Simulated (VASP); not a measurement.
# CaO (Fm-3m) in VASP: a series of runs

The runs below take CaO through relaxation of cell and atoms, with PBEsol.

All numbers are computed with VASP 6.6.1; they aren't measurements. Logs are shortened: lines on timing, memory, paths and dates and some standing lists are left out, and cuts for length are marked.

## Step 1: The crystal as given

Symmetry: Fm-3m, No. 225, cubic system. Conventional cell: a = 4.813 Å, b = 4.813 Å, c = 4.813 Å, α = 90.00°, β = 90.00°, γ = 90.00°. Ca (site symmetry m-3m) is surrounded by 6 O at 2.41 Å. Around O (site symmetry m-3m) lie 6 Ca at 2.41 Å.

The cell was built by a generator and needn't be a form met in nature.

## Step 2: Relaxation of cell and atoms, PBEsol

The input, INCAR:

```
ALGO = Normal
EDIFF = 1E-6
EDIFFG = -0.01
ENCUT = 600
GGA = PS
IBRION = 2
ISIF = 3
ISMEAR = 0
LASPH = True
LCHARG = False
LREAL = False
LWAVE = False
NELM = 80
NSW = 90
PREC = Accurate
SIGMA = 0.03
```

The input, KPOINTS:

```
k-points
0
Gamma
  12 12 12
```

The input, POSCAR:

```
CaO
1.0
    0.0000000000      2.4065000000      2.4065000000
    2.4065000000      0.0000000000      2.4065000000
    2.4065000000      2.4065000000      0.0000000000
Ca O
1 1
Direct
    0.0000000000      0.0000000000      0.0000000000
    0.5000000000      0.5000000000      0.5000000000
```

Potentials or basis: VASP PAW PBE potentials, release 64 (Ca_sv, O).

The run is started by

```console
$ cat potpaw_PBE.64/Ca_sv/POTCAR potpaw_PBE.64/O/POTCAR > POTCAR
$ mpirun -np 1 vasp_std > vasp.out
```

OUTCAR:

```text
EDIFF = 1E-6
   EDIFFG = -0.01
   ENCUT = 600
   GGA = PS
   IBRION = 2
   ISIF = 3
   ISMEAR = 0
   LASPH = True
   LREAL = False
   NELM = 80
   NSW = 90
   PREC = Accurate

 ion  position               nearest neighbor table
   1  0.000  0.000  0.000-   2 2.41   2 2.41   2 2.41   2 2.41   2 2.41   2 2.41
   2  0.500  0.500  0.500-   1 2.41   1 2.41   1 2.41   1 2.41   1 2.41   1 2.41

  LATTYP: Found a face centered cubic cell.
 ALAT       =     4.8130000000

  Lattice vectors:

 A1 = (   0.0000000000,   2.4065000000,   2.4065000000)
 A2 = (   2.4065000000,   0.0000000000,   2.4065000000)
 A3 = (   2.4065000000,   2.4065000000,   0.0000000000)

Analysis of symmetry for initial positions (statically):
=====================================================================
 Subroutine PRICEL returns:
 Original cell was already a primitive cell.

 Routine SETGRP: Setting up the symmetry group for a
 face centered cubic supercell.

 Subroutine GETGRP returns: Found 48 space group operations
 (whereof 48 operations were pure point group operations)
 out of a pool of 48 trial point group operations.

The static configuration has the point symmetry O_h .

Analysis of symmetry for dynamics (positions and initial velocities):
=====================================================================
 Subroutine PRICEL returns:
 Original cell was already a primitive cell.

 Routine SETGRP: Setting up the symmetry group for a
 face centered cubic supercell.

 Subroutine GETGRP returns: Found 48 space group operations
 (whereof 48 operations were pure point group operations)
 out of a pool of 48 trial point group operations.

The dynamic configuration has the point symmetry O_h .

 Subroutine INISYM returns: Found 48 space group operations
 (whereof 48 operations are pure point group operations),
 and found     1 'primitive' translations

----------------------------------------------------------------------------------------

                                     Primitive cell

  volume of cell :      27.8732

  direct lattice vectors                    reciprocal lattice vectors
     0.000000000  2.406500000  2.406500000    -0.207770621  0.207770621  0.207770621
     2.406500000  0.000000000  2.406500000     0.207770621 -0.207770621  0.207770621
     2.406500000  2.406500000  0.000000000     0.207770621  0.207770621 -0.207770621

  length of vectors
     3.403304938  3.403304938  3.403304938     0.359869272  0.359869272  0.359869272

  position of ions in fractional coordinates (direct lattice)
     0.000000000  0.000000000  0.000000000
[... 103 lines left out ...]
   GGA     = PS    functional components
   LHFCALC =     F    Hartree Fock is set to
   AEXX    =    0.0000 exact exchange contribution
   IVDW    =     0    specifies the selected vdW correction
   LEPSILON=     F    determine dielectric tensor
   LRPA    =     F    only Hartree local field effects (RPA)
 conjugate gradient relaxation of ions
 non-spin polarized calculation
 Gauss-broadening in eV      SIGMA  =   0.03
  energy-cutoff  :      600.00
  volume of cell :       27.87
 maximum number of plane-waves:       950
   NGX = 13   NGY = 13   NGZ = 13

--------------------------------------- Ionic step        1  -------------------------------------------

 number of electron      15.9999998 magnetization

 Free energy of the ion-electron system (eV)
  ---------------------------------------------------
  ext. energy  EPLUGINS =         0.00000000
  ---------------------------------------------------
  free energy    TOTEN  =       -13.40914337 eV

  energy without entropy =      -13.40914337  energy(sigma->0) =      -13.40914337

------------------------ aborting loop because EDIFF is reached ----------------------------------------

  FORCE on cell =-STRESS in cart. coord.  units (eV):
  Direction    XX          YY          ZZ          XY          YZ          ZX
  --------------------------------------------------------------------------------------
  -------------------------------------------------------------------------------------
  Total       -0.4543188     -0.4543188     -0.4543188      0.0000000      0.0000000      0.0000000
  in kB      -26.1146184    -26.1146184    -26.1146184      0.0000000      0.0000000      0.0000000
  external PRESSURE =     -26.1146184 kB  Pullay stress =       0.0000000 kB
[... 59 lines left out ...]
--------------------------------------- Ionic step        3  -------------------------------------------

 number of electron      15.9999997 magnetization

 Free energy of the ion-electron system (eV)
  ---------------------------------------------------
  ext. energy  EPLUGINS =         0.00000000
  ---------------------------------------------------
  free energy    TOTEN  =       -13.41465585 eV

  energy without entropy =      -13.41465585  energy(sigma->0) =      -13.41465585

 E-fermi :   2.5159     XC(G=0): -10.8351

 val. band max:        2.3064014441   @ k =   0.0000   0.0000   0.0000
 cond. band min:       5.8324377547   @ k =   0.5000   0.5000   0.0000
 fundamental gap:      3.5260363106
 Fermi energy:         2.5158909076

 k-point     1 :       0.0000    0.0000    0.0000
  band No.  band energies     occupation
      1     -34.9984      2.00000
      2     -15.8245      2.00000
      3     -15.8245      2.00000
      4     -15.8245      2.00000
      5     -13.1767      2.00000
      6       2.3064      2.00000
      7       2.3064      2.00000
      8       2.3064      2.00000
      9       7.0325      0.00000
     10       8.5471      0.00000
     11       8.5471      0.00000
     12       8.5471      0.00000
[... 331 lines left out ...]
 k-point    24 :      -0.4167    0.1667    0.0000
  band No.  band energies     occupation
      1     -34.8708      2.00000
      2     -16.9175      2.00000
      3     -16.0325      2.00000
      4     -15.9116      2.00000
      5     -12.0457      2.00000
      6      -0.0533      2.00000
      7       1.1335      2.00000
      8       1.1346      2.00000
      9       9.2280      0.00000
     10       9.5492      0.00000
     11      10.8398      0.00000
     12      11.4904      0.00000

 [... further k-points ...]

------------------------ aborting loop because EDIFF is reached ----------------------------------------

  FORCE on cell =-STRESS in cart. coord.  units (eV):
  Direction    XX          YY          ZZ          XY          YZ          ZX
  --------------------------------------------------------------------------------------
  -------------------------------------------------------------------------------------
  Total        0.0005829      0.0005829      0.0005829      0.0000000      0.0000000     -0.0000000
  in kB        0.0343200      0.0343200      0.0343200      0.0000000      0.0000000     -0.0000000
  external PRESSURE =       0.0343200 kB  Pullay stress =       0.0000000 kB
[... 17 lines left out ...]
  FREE ENERGIE OF THE ION-ELECTRON SYSTEM (eV)
  ---------------------------------------------------
  free  energy   TOTEN  =       -13.4146558475 eV

  energy  without entropy=      -13.4146558475  energy(sigma->0) =      -13.41465585

 reached required accuracy - stopping structural energy minimisation
```

OSZICAR:

```text
N       E                     dE             d eps       ncg     rms          rms(c)
DAV:   1     0.141032609143E+03    0.14103E+03   -0.94857E+03  1728   0.152E+03
[... 26 lines left out ...]
DAV:   2    -0.134162093218E+02    0.76526E-02   -0.29142E-02  1916   0.168E+00    0.254E-01
DAV:   3    -0.134147477248E+02    0.14616E-02   -0.35565E-03  2884   0.786E-01    0.983E-02
DAV:   4    -0.134145897567E+02    0.15797E-03   -0.13920E-03  2704   0.348E-01    0.328E-02
DAV:   5    -0.134145957088E+02   -0.59521E-05   -0.13398E-05  2120   0.430E-02    0.310E-02
DAV:   6    -0.134146531412E+02   -0.57432E-04   -0.66273E-05  2776   0.500E-02    0.136E-02
DAV:   7    -0.134146559120E+02   -0.27708E-05   -0.11770E-05  2804   0.304E-02    0.206E-03
DAV:   8    -0.134146558475E+02    0.64521E-07   -0.23609E-07  1068   0.477E-03
   3 F= -.13414656E+02 E0= -.13414656E+02  d E =-.551247E-02
```

It took 38 s on 1 thread of Intel Xeon Platinum 8488C (Sapphire Rapids), shared host; peak memory 0.19 GiB.

Results:

```
Free energy                            : -13.4147 eV
Relaxed volume                         : 13.61 Å³/atom
Relaxed cell                           : a = 3.376 Å, b = 3.376 Å, c = 3.376 Å, α = 60.00°, β = 60.00°, γ = 60.00°
Space group after relaxing (to 0.05 Å) : Fm-3m (No. 225)
Energy gained by relaxing              : 2.8 meV/atom
Ionic steps                            : 3
Pressure after relaxing                : 0.0 GPa
Band gap on the k mesh                 : 3.53 eV, indirect (least direct gap 3.90 eV)
```

The path:
| step | energy change (eV) | largest force (eV/Å) | pressure (GPa) | volume (Å³) |
| --- | --- | --- | --- | --- |
| 1 | 0.0000 | 0.0000 | -2.61 | 27.87 |
| 2 | -0.0047 | 0.0000 | 1.07 | 26.97 |
| 3 | -0.0055 | 0.0000 | 0.00 | 27.21 |

Final structure:
```xyz
2
Lattice="0.0000 2.3873 2.3873 2.3873 0.0000 2.3873 2.3873 2.3873 0.0000" Properties=species:S:1:pos:R:3 pbc="T T T"
Ca    0.0000    0.0000    0.0000
O     2.3873    2.3873    2.3873
```

Caveat: the PAW data sets were made with another functional, which shifts forces and pressure a little. A k mesh can miss the band edges.

## Step 3: Relaxation of cell and atoms, PBEsol

This run uses another cell than the first one, of 13.61 Å³/atom, 0.976 times its volume.

INCAR, as its differences from that of step 2:

```diff
@@ -1,4 +1,4 @@
 ALGO = Normal
-EDIFF = 1E-6
-EDIFFG = -0.01
+EDIFF = 1E-7
+EDIFFG = -0.005
 ENCUT = 600
```

KPOINTS is that of step 2.

The input, POSCAR:

```
CaO                                     
1.0
    0.0000000000      2.3873293772      2.3873293772
    2.3873293772      0.0000000000      2.3873293772
    2.3873293772      2.3873293772      0.0000000000
  Ca              O             
     1     1
Direct
     0.0000000000000000    0.0000000000000000    0.0000000000000000
     0.5000000000000000    0.5000000000000000    0.5000000000000000
```

Potentials or basis: VASP PAW PBE potentials, release 64 (Ca_sv, O).

The run is started by

```console
$ cat potpaw_PBE.64/Ca_sv/POTCAR potpaw_PBE.64/O/POTCAR > POTCAR
$ mpirun -np 1 vasp_std > vasp.out
```

OUTCAR:

```text
EDIFF = 1E-7
   EDIFFG = -0.005
   ENCUT = 600
   GGA = PS
   IBRION = 2
   ISIF = 3
   ISMEAR = 0
   LASPH = True
   LREAL = False
   NELM = 80
   NSW = 90
   PREC = Accurate

 ion  position               nearest neighbor table
   1  0.000  0.000  0.000-   2 2.39   2 2.39   2 2.39   2 2.39   2 2.39   2 2.39
   2  0.500  0.500  0.500-   1 2.39   1 2.39   1 2.39   1 2.39   1 2.39   1 2.39

  LATTYP: Found a face centered cubic cell.
 ALAT       =     4.7746587544

  Lattice vectors:

[... 550 lines left out ...]

  FORCE on cell =-STRESS in cart. coord.  units (eV):
  Direction    XX          YY          ZZ          XY          YZ          ZX
  --------------------------------------------------------------------------------------
  -------------------------------------------------------------------------------------
  Total        0.0024100      0.0024100      0.0024100      0.0000000      0.0000000      0.0000000
  in kB        0.1418951      0.1418951      0.1418951      0.0000000      0.0000000      0.0000000
  external PRESSURE =       0.1418951 kB  Pullay stress =       0.0000000 kB

 VOLUME and BASIS-vectors are now :
 -----------------------------------------------------------------------------
  energy-cutoff  :      600.00
  volume of cell :       27.21
      direct lattice vectors                 reciprocal lattice vectors
     0.000000000  2.387329377  2.387329377    -0.209439051  0.209439051  0.209439051
     2.387329377  0.000000000  2.387329377     0.209439051 -0.209439051  0.209439051
     2.387329377  2.387329377  0.000000000     0.209439051  0.209439051 -0.209439051

 POSITION                                       TOTAL-FORCE (eV/Angst)
 -----------------------------------------------------------------------------------
      0.00000      0.00000      0.00000        -0.000000     -0.000000      0.000000
      2.38733      2.38733      2.38733         0.000000      0.000000     -0.000000
 -----------------------------------------------------------------------------------
    total drift:                                0.000000      0.000000      0.000000

  FREE ENERGIE OF THE ION-ELECTRON SYSTEM (eV)
  ---------------------------------------------------
  free  energy   TOTEN  =       -13.4136414878 eV

  energy  without entropy=      -13.4136414878  energy(sigma->0) =      -13.41364149

 reached required accuracy - stopping structural energy minimisation
```

CONTCAR:

```text
CaO
   1.00000000000000
     0.0000000000000000    2.3873293771999999    2.3873293771999999
     2.3873293771999999    0.0000000000000000    2.3873293771999999
     2.3873293771999999    2.3873293771999999    0.0000000000000000
  Ca              O
     1     1
Direct
     0.0000000000000000    0.0000000000000000    0.0000000000000000
     0.5000000000000000    0.5000000000000000    0.5000000000000000

  0.00000000E+00  0.00000000E+00  0.00000000E+00
  0.00000000E+00  0.00000000E+00  0.00000000E+00
```

Run time: 17 s. Hardware: 1 thread of Intel Xeon Platinum 8488C (Sapphire Rapids), shared host; peak memory 0.18 GiB.

Results:

- Free energy: -13.4136 eV
- Pressure after relaxing: 0.0 GPa
- Band gap on the k mesh: 3.53 eV, indirect (least direct gap 3.90 eV)

Final structure:
```xyz
2
Lattice="0.0000 2.3873 2.3873 2.3873 0.0000 2.3873 2.3873 2.3873 0.0000" Properties=species:S:1:pos:R:3 pbc="T T T"
Ca    0.0000    0.0000    0.0000
O     2.3873    2.3873    2.3873
```

Caveat: the relaxation stopped at its first step, so nothing moved; the PAW data sets were made with another functional, which shifts forces and pressure a little. A k mesh can miss the band edges.
